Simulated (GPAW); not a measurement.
Te2Mo in GPAW: convergence with k mesh

The system is Te2Mo, a slab with vacuum.

```
CELL_PARAMETERS angstrom
3.56023 0.00000 0.00000
-1.78012 3.08325 0.00000
0.00000 0.00000 17.52406
ATOMIC_POSITIONS crystal
Te 0.33333 0.66667 0.10214
Te 0.33333 0.66667 0.89786
Mo 0.00000 0.00000 0.00000
```

| Quantity | Value |
| --- | --- |
| Program | GPAW 26.7.0 |
| Task | convergence study |
| Functional | PBE |
| Potentials or basis | GPAW PAW data sets (gpaw-data 1.2.1) |
| Cutoff | 600 eV |
| Basis | pw |
| k mesh | 2 × 2 × 1 |
| Occupations | fermi-dirac, width 0.05 eV |
| Spin | no spin polarisation |

These are the settings of the first run; the series varies k mesh, with any setting tied to it.

Hardware: 1 thread of Arm Neoverse V2, on a shared host.

Task: The values tried are 2 × 2 × 1, 3 × 3 × 1, 4 × 4 × 1, 5 × 5 × 1, 6 × 6 × 1, 7 × 7 × 2, 8 × 8 × 2, 9 × 9 × 2, 12 × 12 × 2, loosest first. From which on does the gap on the mesh stay within 0.01 eV of the tightest run that finished?

Result: From 9 × 9 × 2 on.

```csv
k mesh,"energy less the tightest run, at zero smearing (meV/atom)",largest force (eV/Å),gap on the mesh (eV),SCF cycles,CPU time (s),peak memory (GiB)
2 × 2 × 1,230.74,0.336,1.600,11,8.4,0.21
3 × 3 × 1,-40.38,0.026,0.985,11,11,0.21
4 × 4 × 1,-15.40,0.153,1.688,11,14,0.21
5 × 5 × 1,1.61,0.140,1.432,11,16,0.22
6 × 6 × 1,0.63,0.149,1.036,11,22,0.22
7 × 7 × 2,0.14,0.143,1.367,11,45,0.26
8 × 8 × 2,0.08,0.143,1.246,11,56,0.28
9 × 9 × 2,0.00,0.144,1.038,11,66,0.29
12 × 12 × 2,0.00,0.143,1.038,11,100,0.35
```

Against the tightest run, the energy stays within 1 meV/atom from 6 × 6 × 1 on; the largest force stays within 0.005 eV/Å from 7 × 7 × 2 on. Meshes of other sizes hit other points, so gaps and Fermi surfaces needn't settle smoothly. The tightest run that finished is the yardstick and may itself not be fully converged.

Caveat, for the tightest run too: spin-orbit coupling is left out, which moves the levels of the heavy elements.
